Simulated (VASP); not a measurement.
# Pt in VASP: a series of runs

One slab, Pt, is run at these levels: PBE+D3(BJ), PBE, RPBE, RPBE+D3(BJ); tasks: relaxation of the atoms, single point.

Program: VASP 6.6.1. These are calculated values, not measurements. Logs are shortened: lines on timing, memory, paths and dates and some standing lists are left out, and cuts for length are marked.

## Step 1: The structure

The cell holds a slab with vacuum, 16 atoms: a = 5.544 Å, b = 5.544 Å, c = 23.290 Å, α = 90.00°, β = 90.00°, γ = 60.00°.

The cell was built by a generator and needn't be a form met in nature.

## Step 2: Relaxation of the atoms, PBE+D3(BJ)

Input file INCAR:

```
PREC = Accurate
ENCUT = 400
EDIFF = 1E-6
ISMEAR = 1
SIGMA = 0.1
LREAL = Auto
LASPH = True
NELM = 100
ALGO = Fast
ISIF = 2
LWAVE = False
LCHARG = False
GGA = PE
IVDW = 12
IBRION = 2
NSW = 120
EDIFFG = -0.03
ISYM = 0
KPAR = 4
```

Input file KPOINTS:

```
regular mesh
0
Gamma
  6 6 1
```

Input file POSCAR:

```
Pt
1.0
    5.5437171645      0.0000000000      0.0000000000
    2.7718585823      4.8009998959      0.0000000000
    0.0000000000      0.0000000000     23.2896391657
Pt
16
Selective dynamics
Direct
    0.0000000000      0.0000000000      0.1073438700  F F F
    0.5000000000      0.0000000000      0.1073438700  F F F
    0.0000000000      0.5000000000      0.1073438700  F F F
    0.5000000000      0.5000000000      0.1073438700  F F F
    0.1666666667      0.1666666667      0.2045206893  F F F
    0.6666666667      0.1666666667      0.2045206893  F F F
    0.1666666667      0.6666666667      0.2045206893  F F F
    0.6666666667      0.6666666667      0.2045206893  F F F
    0.8333333333      0.3333333333      0.3016975085  T T T
    0.3333333333      0.3333333333      0.3016975085  T T T
    0.8333333333      0.8333333333      0.3016975085  T T T
    0.3333333333      0.8333333333      0.3016975085  T T T
    0.0000000000      0.0000000000      0.3988743277  T T T
    0.5000000000      0.0000000000      0.3988743277  T T T
    0.0000000000      0.5000000000      0.3988743277  T T T
    0.5000000000      0.5000000000      0.3988743277  T T T
```

Potentials or basis: VASP PAW PBE potentials, release 64 (Pt).

Command:

```sh
$ cat potpaw_PBE.64/Pt/POTCAR > POTCAR
$ mpirun -np 4 vasp_std > vasp.out
```

OUTCAR:

```text
PREC = Accurate
   ENCUT = 400
   EDIFF = 1E-6
   ISMEAR = 1
   LREAL = Auto
   LASPH = True
   NELM = 100
   ISIF = 2
   GGA = PE
   IVDW = 12
   IBRION = 2
   NSW = 120
   EDIFFG = -0.03
   ISYM = 0
 IVDW          = 12

 ion  position               nearest neighbor table
   1  0.000  0.000  0.107-   2 2.77   2 2.77   4 2.77   4 2.77   3 2.77   3 2.77   6 2.77   7 2.77
                             5 2.77
   2  0.500  0.000  0.107-   1 2.77   1 2.77   3 2.77   3 2.77   4 2.77   4 2.77   5 2.77   8 2.77
                             6 2.77
   3  0.000  0.500  0.107-   4 2.77   4 2.77   2 2.77   2 2.77   1 2.77   1 2.77   8 2.77   5 2.77
                             7 2.77
   4  0.500  0.500  0.107-   3 2.77   3 2.77   1 2.77   1 2.77   2 2.77   2 2.77   7 2.77   6 2.77
                             8 2.77
   5  0.167  0.167  0.205-  10 2.77   9 2.77  12 2.77   6 2.77   6 2.77   8 2.77   8 2.77   7 2.77
                             7 2.77   2 2.77   3 2.77   1 2.77
   6  0.667  0.167  0.205-   9 2.77  10 2.77  11 2.77   5 2.77   5 2.77   7 2.77   7 2.77   8 2.77
                             8 2.77   1 2.77   4 2.77   2 2.77
   7  0.167  0.667  0.205-  12 2.77  11 2.77  10 2.77   8 2.77   8 2.77   6 2.77   6 2.77   5 2.77
                             5 2.77   4 2.77   1 2.77   3 2.77
   8  0.667  0.667  0.205-  11 2.77  12 2.77   9 2.77   7 2.77   7 2.77   5 2.77   5 2.77   6 2.77
                             6 2.77   3 2.77   2 2.77   4 2.77
   9  0.833  0.333  0.302-   6 2.77  16 2.77  13 2.77   5 2.77  15 2.77   8 2.77  10 2.77  10 2.77
                            12 2.77  12 2.77  11 2.77  11 2.77
  10  0.333  0.333  0.302-   5 2.77  15 2.77  14 2.77   6 2.77  16 2.77   7 2.77   9 2.77   9 2.77
                            11 2.77  11 2.77  12 2.77  12 2.77
  11  0.833  0.833  0.302-   8 2.77  14 2.77  15 2.77   7 2.77  13 2.77   6 2.77  12 2.77  12 2.77
                            10 2.77  10 2.77   9 2.77   9 2.77
  12  0.333  0.833  0.302-   7 2.77  13 2.77  16 2.77   8 2.77  14 2.77   5 2.77  11 2.77  11 2.77
                             9 2.77   9 2.77  10 2.77  10 2.77
  13  0.000  0.000  0.399-  12 2.77   9 2.77  11 2.77  14 2.77  14 2.77  16 2.77  16 2.77  15 2.77
                            15 2.77
  14  0.500  0.000  0.399-  11 2.77  10 2.77  12 2.77  13 2.77  13 2.77  15 2.77  15 2.77  16 2.77
                            16 2.77
  15  0.000  0.500  0.399-  10 2.77  11 2.77   9 2.77  16 2.77  16 2.77  14 2.77  14 2.77  13 2.77
                            13 2.77
  16  0.500  0.500  0.399-   9 2.77  12 2.77  10 2.77  15 2.77  15 2.77  13 2.77  13 2.77  14 2.77
                            14 2.77

IMPORTANT INFORMATION: All symmetrisations will be switched off!
NOSYMM: (Re-)initialisation of all symmetry stuff for point group C_1.

----------------------------------------------------------------------------------------

                                     Primitive cell

  volume of cell :     619.8627

  direct lattice vectors                    reciprocal lattice vectors
     5.543717165  0.000000000  0.000000000     0.180384383 -0.104144972  0.000000000
     2.771858582  4.800999896  0.000000000     0.000000000  0.208289944  0.000000000
     0.000000000  0.000000000 23.289639166     0.000000000  0.000000000  0.042937548

  length of vectors
     5.543717165  5.543717165 23.289639166     0.208289944  0.208289944  0.042937548

  position of ions in fractional coordinates (direct lattice)
     0.000000000  0.000000000  0.107343870
     0.500000000  0.000000000  0.107343870
     0.000000000  0.500000000  0.107343870
[... 101 lines left out ...]
   EDIFFG = -.3E-01   stopping-criterion for IOM
   NSW    =    120    number of steps for IOM
   IBRION =      2    ionic relax: 0-MD 1-quasi-New 2-CG
   NFREE  =      1    steps in history (QN), initial steepest desc. (CG)
   ISIF   =      2    stress and relaxation
   ISYM   =      0    0-nonsym 1-usesym 2-fastsym
   POTIM  = 0.5000    time-step for ionic-motion
   TEBEG  =    0.0;   TEEND  =   0.0 temperature during run
   PSTRESS=    0.0 pullay stress
   NELECT =     160.0000    total number of electrons
   NUPDOWN=      -1.0000    fix difference up-down
   EMIN   =  10.00;   EMAX   =-10.00  energy-range for DOS
   EFERMI =   0.00;   METHOD = LEGACY
   ISMEAR =     1;   SIGMA  =   0.10  broadening in eV -4-tet -1-fermi 0-gaus
   EFERMI_NEDOS =   21; number of points for ismear=-14 and -15
   IALGO  =     68    algorithm
   IMIX   =      4    mixing-type and parameters
     AMIX     =   0.40;   BMIX     =  1.00
     AMIX_MAG =   1.60;   BMIX_MAG =  1.00
  volume/ion in A,a.u.               =      38.74       261.44
  Fermi-wavevector in a.u.,A,eV,Ry     =   1.042357  1.969768 14.782829  1.086507
  Thomas-Fermi vector in A             =   2.177018
   LORBIT       =      0    0 simple, 1 ext, 2 COOP (PROOUT), +10 PAW based schemes
   GGA     = PE    functional components
   LHFCALC =     F    Hartree Fock is set to
   AEXX    =    0.0000 exact exchange contribution
   IVDW    =    12    specifies the selected vdW correction
   LEPSILON=     F    determine dielectric tensor
   LRPA    =     F    only Hartree local field effects (RPA)
 conjugate gradient relaxation of ions
 non-spin polarized calculation
 RMM-DIIS sequential band-by-band and
 Methfessel and Paxton  Order N= 1 SIGMA  =   0.10
  energy-cutoff  :      400.00
  volume of cell :      619.86
 maximum number of plane-waves:     11295
   NGX = 19   NGY = 19   NGZ = 75

--------------------------------------- Ionic step        1  -------------------------------------------

 number of electron     160.0000050 magnetization

 Free energy of the ion-electron system (eV)
  ---------------------------------------------------
  ext. energy  EPLUGINS =         0.00000000
  ---------------------------------------------------
  free energy    TOTEN  =       -92.89483052 eV

  energy without entropy =      -92.92504424  energy(sigma->0) =      -92.90490176

------------------------ aborting loop because EDIFF is reached ----------------------------------------

 Edisp (eV)   -9.27480

 E8    (eV) :    -4.4030
[... 261 lines left out ...]
--------------------------------------- Ionic step        6  -------------------------------------------

 number of electron     160.0000040 magnetization

 Free energy of the ion-electron system (eV)
  ---------------------------------------------------
  ext. energy  EPLUGINS =         0.00000000
  ---------------------------------------------------
  free energy    TOTEN  =       -92.92601040 eV

  energy without entropy =      -92.95739163  energy(sigma->0) =      -92.93647081

 E-fermi :   0.8475     XC(G=0):  -6.0301

 val. band max:        0.8450052681   @ k =   0.0000   0.0000   0.0000
 cond. band min:       0.8565186996   @ k =   0.1667   0.1667   0.0000
 fundamental gap:      0.0115134315
 Fermi energy:         0.8475185698

 k-point     1 :       0.0000    0.0000    0.0000
  band No.  band energies     occupation
      1      -8.7812      2.00000
      2      -7.4097      2.00000
      3      -6.2839      2.00000
      4      -6.2275      2.00000
      5      -6.0083      2.00000
      6      -6.0083      2.00000
[... 1889 lines left out ...]
     91       3.8183      0.00000
     92       3.8183      0.00000
 [bands above 92 left out]

------------------------ aborting loop because EDIFF is reached ----------------------------------------

 Edisp (eV)   -9.26097

 E8    (eV) :    -4.3961
[... 39 lines left out ...]
  FREE ENERGIE OF THE ION-ELECTRON SYSTEM (eV)
  ---------------------------------------------------
  free  energy   TOTEN  =      -102.1869846223 eV

  energy  without entropy=     -102.2183658470  energy(sigma->0) =     -102.19744503

 reached required accuracy - stopping structural energy minimisation
```

Run time: 14 min. Hardware: 4 MPI ranks of AMD EPYC 9R45 (Zen 5), shared host; peak memory 0.87 GiB.

Results:

| Property | Result |
| --- | --- |
| Free energy | -102.1870 eV |
| Energy gained by relaxing | 1.1 meV/atom |
| Ionic steps | 6 |
| Band gap on the k mesh | none (metal or under the smearing width) |
| Dispersion energy per atom | -0.579 eV |

Step by step:
```
step  energy change (eV)  largest force (eV/Å)  pressure (GPa)
   1              0.0000                0.2991           -2.17
   2             -0.0158                0.2442           -2.30
   3             -0.0159                0.2432           -2.31
   4             -0.0159                0.2434           -2.32
   5             -0.0164                0.2421           -2.34
   6             -0.0174                0.2403           -2.42
```

Final structure:
```cif
data_structure
_symmetry_space_group_name_H-M 'P 1'
_symmetry_Int_Tables_number 1
_cell_length_a 5.5437
_cell_length_b 5.5437
_cell_length_c 23.2896
_cell_angle_alpha 90.000
_cell_angle_beta 90.000
_cell_angle_gamma 60.000
_cell_volume 619.86
loop_
_atom_site_label
_atom_site_type_symbol
_atom_site_fract_x
_atom_site_fract_y
_atom_site_fract_z
_atom_site_occupancy
Pt1 Pt 0.00000 0.00000 0.10734 1
Pt2 Pt 0.50000 0.00000 0.10734 1
Pt3 Pt 0.00000 0.50000 0.10734 1
Pt4 Pt 0.50000 0.50000 0.10734 1
Pt5 Pt 0.16667 0.16667 0.20452 1
Pt6 Pt 0.66667 0.16667 0.20452 1
Pt7 Pt 0.16667 0.66667 0.20452 1
Pt8 Pt 0.66667 0.66667 0.20452 1
Pt9 Pt 0.83333 0.33333 0.30125 1
Pt10 Pt 0.33333 0.33333 0.30125 1
Pt11 Pt 0.83333 0.83333 0.30125 1
Pt12 Pt 0.33333 0.83333 0.30125 1
Pt13 Pt 0.00000 0.00000 0.39983 1
Pt14 Pt 0.50000 0.00000 0.39983 1
Pt15 Pt 0.00000 0.50000 0.39983 1
Pt16 Pt 0.50000 0.50000 0.39983 1
```

Levels at points of the mesh, in eV from the Fermi level:
```tsv
k point	band 77	band 78	band 79	band 80	band 81	band 82
(0.00, 0.00, 0.00)	0.28	0.28	0.58	0.58	0.58	0.62
(0.50, 0.00, 0.00)	-0.31	-0.31	0.06	0.06	0.07	0.07
(0.50, 0.50, 0.00)	-0.31	-0.31	0.06	0.06	0.07	0.07
(0.00, 0.50, 0.00)	-0.31	-0.31	0.06	0.06	0.07	0.07
```

The run has no spin-orbit coupling, so splittings on Pt are missing.

## Step 3: Single point, PBE

Input file INCAR:

```
SYSTEM = Pt
  PREC = Accurate
  ENCUT = 400
  EDIFF = 1E-6
  ISMEAR = 1
  SIGMA = 0.1
  LREAL = Auto
  LASPH = .True.
  NELM = 100
  ALGO = Fast
  ISIF = 2
  LWAVE = .False.
  LCHARG = .False.
  GGA = PE
  ISYM = 0
  KPAR = 4
```

Input file KPOINTS:

```
Automatic mesh
0
Gamma
  6 6 1
  0 0 0
```

Input file POSCAR:

```
Pt                                      
1.0
    5.5437171645      0.0000000000      0.0000000000
    2.7718585823      4.8009998959      0.0000000000
    0.0000000000      0.0000000000     23.2896391657
  Pt            
    16
Selective dynamics
Direct
     0.0000000000000000    0.0000000000000000    0.1073438700000011   F   F   F
     0.5000000000000000    0.0000000000000000    0.1073438700000011   F   F   F
     0.0000000000000000    0.5000000000000000    0.1073438700000011   F   F   F
     0.5000000000000000    0.5000000000000000    0.1073438700000011   F   F   F
     0.1666666667000030    0.1666666667000030    0.2045206892999971   F   F   F
     0.6666666667000030    0.1666666667000030    0.2045206892999971   F   F   F
     0.1666666667000030    0.6666666667000030    0.2045206892999971   F   F   F
     0.6666666667000030    0.6666666667000030    0.2045206892999971   F   F   F
     0.8333326987462464    0.3333334627163737    0.3012530745239242   T   T   T
     0.3333341105673404    0.3333328128735313    0.3012534315733033   T   T   T
     0.8333325256880867    0.8333340161411878    0.3012533088316803   T   T   T
     0.3333337995562192    0.8333332857338409    0.3012536081415425   T   T   T
     0.9999996253721246    0.0000003460073189    0.3998272936694694   T   T   T
     0.5000003487653609    0.9999998307461542    0.3998282817682278   T   T   T
     0.9999996564096839    0.4999999474439422    0.3998267463807355   T   T   T
     0.5000005444292348    0.4999996017330039    0.3998275988666530   T   T   T
```

Potentials or basis: VASP PAW PBE potentials, release 64 (Pt).

Command:

```sh
$ cat potpaw_PBE.64/Pt/POTCAR > POTCAR
$ mpirun -np 4 vasp_std > vasp.out
```

It took 6.3 min on 4 MPI ranks of AMD EPYC 9R45 (Zen 5), shared host; peak memory 0.76 GiB.

The run converged. Its results:

```yaml
Free_energy: -92.9260 eV
Largest_force: 0.440 eV/Å
Band_gap_on_the_k_mesh: none (metal or under the smearing width)
```

Forces in eV/Å, atoms in the order of the input:
```
Pt   0.000  0.000 -0.440
Pt   0.000  0.000 -0.440
Pt   0.000  0.000 -0.440
Pt   0.000  0.000 -0.440
Pt   0.000  0.000  0.117
Pt   0.000  0.000  0.117
Pt   0.000  0.000  0.117
Pt   0.000  0.000  0.117
Pt   0.000  0.000  0.113
Pt   0.000  0.000  0.113
Pt   0.000  0.000  0.113
Pt   0.000  0.000  0.113
Pt   0.000  0.000  0.211
Pt   0.000  0.000  0.210
Pt   0.000  0.000  0.211
Pt   0.000  0.000  0.211
```

Levels at points of the mesh, in eV from the Fermi level:
```
           k point  band 77  band 78  band 79  band 80  band 81  band 82
(0.00, 0.00, 0.00)     0.28     0.28     0.58     0.58     0.58     0.62
(0.50, 0.00, 0.00)    -0.31    -0.31     0.06     0.06     0.07     0.07
(0.50, 0.50, 0.00)    -0.31    -0.31     0.06     0.06     0.07     0.07
(0.00, 0.50, 0.00)    -0.31    -0.31     0.06     0.06     0.07     0.07
```

## Step 4: Single point, RPBE

Changes to INCAR since step 3:

```diff
@@ -13,3 +13,3 @@
   LCHARG = .False.
-  GGA = PE
+  GGA = RP
   ISYM = 0
```

KPOINTS is that of step 3.

POSCAR is that of step 3.

Command:

```sh
$ cat potpaw_PBE.64/Pt/POTCAR > POTCAR
$ mpirun -np 4 vasp_std > vasp.out
```

Run time: 6.2 min. Hardware: 4 MPI ranks of AMD EPYC 9R45 (Zen 5), shared host; peak memory 0.76 GiB.

It converged, with:

```
Free energy            : -83.2831 eV
Largest force          : 0.622 eV/Å
Band gap on the k mesh : none (metal or under the smearing width)
```

Forces in eV/Å, atoms in the order of the input:
```
Pt   0.000  0.000 -0.622
Pt   0.000  0.000 -0.622
Pt   0.000  0.000 -0.622
Pt   0.000  0.000 -0.622
Pt   0.000  0.000  0.120
Pt   0.000  0.000  0.120
Pt   0.000  0.000  0.120
Pt   0.000  0.000  0.120
Pt   0.000  0.000  0.115
Pt   0.000  0.000  0.115
Pt   0.000  0.000  0.115
Pt   0.000  0.000  0.115
Pt   0.000  0.000  0.387
Pt   0.000  0.000  0.387
Pt   0.000  0.000  0.387
Pt   0.000  0.000  0.387
```

Levels at points of the mesh, in eV from the Fermi level:
```csv
k point,band 77,band 78,band 79,band 80,band 81,band 82
"(0.00, 0.00, 0.00)",0.28,0.28,0.58,0.58,0.58,0.63
"(0.50, 0.00, 0.00)",-0.31,-0.31,0.06,0.06,0.07,0.07
"(0.50, 0.50, 0.00)",-0.31,-0.31,0.06,0.06,0.07,0.07
"(0.00, 0.50, 0.00)",-0.31,-0.31,0.06,0.06,0.07,0.07
```

Caveat: the PAW data sets were made with another functional, which shifts forces and pressure a little. Spin-orbit coupling is left out, which matters for the levels of Pt.

## Step 5: Single point, RPBE+D3(BJ)

Changes to INCAR since step 4:

```diff
@@ -14,2 +14,3 @@
   GGA = RP
+  IVDW = 12
   ISYM = 0
```

KPOINTS is that of step 4.

POSCAR is that of step 4.

Command:

```sh
$ cat potpaw_PBE.64/Pt/POTCAR > POTCAR
$ mpirun -np 4 vasp_std > vasp.out
```

Run time: 6.7 min. Hardware: 4 MPI ranks of AMD EPYC 9R45 (Zen 5), shared host; peak memory 0.76 GiB.

It converged, with:

| Property | Result |
| --- | --- |
| Free energy | -141.1222 eV |
| Largest force | 1.410 eV/Å |
| Band gap on the k mesh | none (metal or under the smearing width) |
| Dispersion energy per atom | -3.615 eV |

Forces in eV/Å, atoms in the order of the input:
```
Pt   0.000  0.000  1.166
Pt   0.000  0.000  1.166
Pt   0.000  0.000  1.166
Pt   0.000  0.000  1.166
Pt   0.000  0.000  0.311
Pt   0.000  0.000  0.311
Pt   0.000  0.000  0.311
Pt   0.000  0.000  0.311
Pt   0.000  0.000 -0.067
Pt   0.000  0.000 -0.067
Pt   0.000  0.000 -0.067
Pt   0.000  0.000 -0.067
Pt   0.000  0.000 -1.409
Pt   0.000  0.000 -1.410
Pt   0.000  0.000 -1.409
Pt   0.000  0.000 -1.409
```

Levels at points of the mesh, in eV from the Fermi level:
```csv
k point,band 75,band 76,band 77,band 78,band 79,band 80,band 81,band 82,band 83,band 84
"(0.00, 0.00, 0.00)",0.10,0.28,0.28,0.28,0.58,0.58,0.58,0.63,0.63,0.63
"(0.50, 0.00, 0.00)",-0.52,-0.52,-0.31,-0.31,0.06,0.06,0.07,0.07,0.31,0.31
"(0.50, 0.50, 0.00)",-0.52,-0.52,-0.31,-0.31,0.06,0.06,0.07,0.07,0.31,0.31
"(0.00, 0.50, 0.00)",-0.52,-0.52,-0.31,-0.31,0.06,0.06,0.07,0.07,0.31,0.31
```

Caveat: the PAW data sets were made with another functional, which shifts forces and pressure a little.

## Step 6: The runs side by side

```tsv
task	level	cell	atoms held fixed (from 0)	gap on the mesh (eV)	largest force (eV/Å)
relaxation of the atoms	PBE+D3(BJ)	atoms relaxed	[0, 1, 2, 3, 4, 5, 6, 7]	none	-
single point	PBE	P3m1, 38.74 Å³/atom	-	none	0.44
single point	RPBE	P3m1, 38.74 Å³/atom	-	none	0.62
single point	RPBE+D3(BJ)	P3m1, 38.74 Å³/atom	-	none	1.41
```

Alike in all rows: potentials or basis VASP PAW PBE potentials, release 64 (Pt); no spin polarisation; k mesh 6 × 6 × 1; cutoff (eV) 400; smearing methfessel-paxton 0.1 eV.

Every run on the cell as given and a fine mesh finds a metal.

Caveats: the PAW data sets were made with another functional, which shifts forces and pressure a little (some runs).

Absolute energies hang on the potentials; compare differences alone.
